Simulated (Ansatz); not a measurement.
GaP (F-43m) under pressure

```
Ga P
1.0
     2.69569    2.69569    0.00000
    -2.69569    2.69569    0.00000
     0.00000    2.69569    2.69569
Ga P
1 1
Direct
  0.00000 0.00000 0.00000
  0.75000 0.25000 0.50000
```

This is the zero-pressure cell under LDA. Cell and atoms are relaxed by PAW (default files of Ansatz 0.2.0, cutoff 420 eV, stress met within about 0.05 GPa) at each pressure, in this structure whether or not another phase would take over; P is the pressure reached, less that of this cell. Levels come from LDA, all-electron LAPW in Ansatz 0.2.0, scalar-relativistic; k mesh 8×8×8, fixed occupations, basis error target 0.5 meV/atom. Conduction levels are in eV over the valence top (at Γ), at fixed fractional wave vectors («min» is a refined band extremum of the unstrained crystal off the named points). Zone-centre phonons come from finite displacements by PAW, without the LO-TO term.

```tsv
P (GPa)	V/V₀	min	X	L	Γ	T2 TO (cm⁻¹)
-1.96	1.0231	1.423	1.479	1.529	1.687	354.8
0.00	1.0000	1.383	1.432	1.599	1.877	364.8
2.02	0.9788	1.343	1.387	1.666	2.057	374.5
3.99	?	?	?	?	?	?
6.99	0.9352	1.252	1.284	1.807	2.445	395.7
9.98	0.9133	1.201	1.228	1.881	2.649	407.1
14.98	0.8816	1.119	1.140	1.990	2.954	424.6
```

Question: Fit the third-order Birch-Murnaghan equation to the rows shown.

Answer: With f = [(V₀/V)^(2/3) − 1]/2, the normalised pressure F = P/[3f(1 + 2f)^(5/2)] is 89.8 GPa at f = -0.0076, 90.4 GPa at f = 0.0072, 91.3 GPa at f = 0.0228, 91.8 GPa at f = 0.0312, 92.3 GPa at f = 0.0438. The line F = B₀[1 + (3/2)(B′ − 4)f] gives B₀ = 90.1 GPa and B′ = 4.4.

Question: What are the volume deformation potentials and pressure coefficients of these levels at zero pressure?

Answer: 

| level | dE/dlnV (eV) | dE/dP = −(dE/dlnV)/B₀ (meV/GPa) | mean slope up to 2.0 GPa (meV/GPa) |
| --- | --- | --- | --- |
| min | 1.80 | -19.9 | -19.6 |
| X | 2.08 | -23.1 | -22.5 |
| L | -3.10 | 34.4 | 32.9 |
| Γ | -8.37 | 92.9 | 89.1 |

dE/dlnV is the slope of a cubic fit in ln V at V₀. The last column is read from two rows and shows how the slope bends with pressure.

Question: What mode Grüneisen parameters follow?

Answer: γ = −d ln ω/d ln V at V₀ from a quadratic fit in ln V: T2 1.22.

Question: Fill the row at 3.99 GPa.

Answer: The fits give V/V₀ = 0.9603 and min = 1.306 eV. Computed: V/V₀ = 0.9603, min = 1.306, X = 1.344, L = 1.725, Γ = 2.220, T2 TO (cm⁻¹) = 383.3.

Limits of these numbers: no other phase was computed; many crystals of this kind change structure within this range, and rows or crossings beyond such a change describe a metastable lattice; no spin-orbit coupling on heavy atoms; the frozen-core PAW files of the relaxations were fitted under PBE, their cores solved anew for this functional; semilocal gaps are low, and the spacing of valleys can be off by tenths of an eV; levels are read at fixed fractional k, so an edge that moves off these points is missed.
